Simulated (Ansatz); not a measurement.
# BaS: further runs on the relaxed cell

This session takes BaS and sets out to relax it again with other functionals.

Method: DFT PBE, scalar-relativistic, plane waves, PAW, in Ansatz 0.2.0.

1 further run of the same task is left out (set aside as unsound or not needed).

**1. The starting structure**

The structure is cubic, space group Fm-3m (No. 225). The conventional cell has a = 6.429 Å, b = 6.429 Å, c = 6.429 Å, α = 90.00°, β = 90.00°, γ = 90.00°. Around Ba (site symmetry m-3m) lie 6 S at 3.21 Å. Around S (site symmetry m-3m) lie 6 Ba at 3.21 Å.

Coordinates:

```
Ba S
1.0
     0.00000    3.21439    3.21439
     3.21439    0.00000    3.21439
     3.21439    3.21439    0.00000
Ba S
1 1
Direct
  0.00000 0.00000 0.00000
  0.50000 0.50000 0.50000
```

It is the result of an earlier relaxation at this level (volume 33.21 Å³/atom; gap on the mesh: 2.23 eV).

**2. Relaxing with PBEsol**

Contents of input.yaml:

```yaml
crystal:
  lattice:
    - [0.0, 3.2143926808, 3.2143926808]
    - [3.2143926808, 0.0, 3.2143926808]
    - [3.2143926808, 3.2143926808, 0.0]
  atoms:
    - { symbol: Ba, position: [0.0, 0.0, 0.0] }
    - { symbol: S, position: [0.5, 0.5, 0.5] }
basis:
  ecutwfc: 420
kpoints:
  mp_grid: { grid: [8, 8, 8] }
hamiltonian:
  xc: pbesol
scf:
  occupations: { method: gaussian, width: 0.02 }
output:
  forces: true
  stress: true
  eigenvalues: true
relax:
  adjacent_minimum: "off"
  f_tol: 0.005
  max_steps: 50
  cell: { stress_tol: 0.05 }
```

Launch:

```
> ansatz run input.yaml --threads 1 --pin off --max-ram 2560MiB --backend cpu --events-out ev --progress --plain --runs-dir out
```

**3. Relaxing with PBE+D3(BJ)**

input.yaml, as its differences from that of step 2:

```diff
@@ -13,3 +13,4 @@
 hamiltonian:
-  xc: pbesol
+  xc: pbe
+  dispersion: d3bj
 scf:
@@ -20,2 +21,6 @@
   eigenvalues: true
+  write_density: true
+  write_potential: true
+  elf: true
+  volumetric_format: npy
 relax:
```

**4. Relaxing with LDA**

input.yaml, as its differences from that of step 3:

```diff
@@ -13,4 +13,3 @@
 hamiltonian:
-  xc: pbe
-  dispersion: d3bj
+  xc: lda
 scf:
@@ -21,6 +20,2 @@
   eigenvalues: true
-  write_density: true
-  write_potential: true
-  elf: true
-  volumetric_format: npy
 relax:
```

**5. The cell under r2SCAN**

input.yaml, as its differences from that of step 4:

```diff
@@ -9,3 +9,3 @@
 basis:
-  ecutwfc: 420
+  ecutwfc: 500
 kpoints:
@@ -13,3 +13,3 @@
 hamiltonian:
-  xc: lda
+  xc: r2scan
 scf:
```

(Steps that only read results are left out.)

**Question.** What will these runs give?

The runs gave:

The volumes rise in the order LDA, PBEsol, PBE+D3(BJ), r2SCAN, PBE, over 7.7 %. PBE+D3(BJ) comes nearest to the reported cell (-1.3 %), which holds thermal expansion that these runs lack.
